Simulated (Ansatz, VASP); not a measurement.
## SrO in VASP and in Ansatz

```
Sr O
1.0
     0.00000    2.50556    2.63404
     2.50556    0.00000    2.63404
     2.50556    2.50556    0.00000
Sr O
1 1
Direct
  0.00000 0.00000 0.00000
  0.50000 0.50000 0.50000
```

Change from the starting cell: strain -0.025 along x and y, +0.025 along z, atoms carried along.

Alike in both runs: task single point; functional LDA; k mesh 8 × 8 × 8; occupations gaussian, width 0.05 eV; no spin polarisation.

|  | VASP | Ansatz |
| --- | --- | --- |
| version | VASP 6.6.1 | Ansatz 0.2.0 |
| potentials or method | VASP PAW LDA potentials, release 64 (Sr_sv, O) | scalar-relativistic, plane waves, PAW |
| plane-wave cutoff (eV) | 520 | 420 |
| valence electrons in the cell | 16 | 16 |

```tsv
	VASP	Ansatz	Ansatz less VASP
gap on the k mesh at the Fermi level (eV)	2.96	3.03	+0.063
least direct gap on the mesh (eV)	3.00	3.05	+0.053
pressure (GPa)	-0.5	-1.3	-0.80
largest component of the traceless stress (GPa)	4.64	4.35	-0.286
```

A k mesh can miss the band edges.
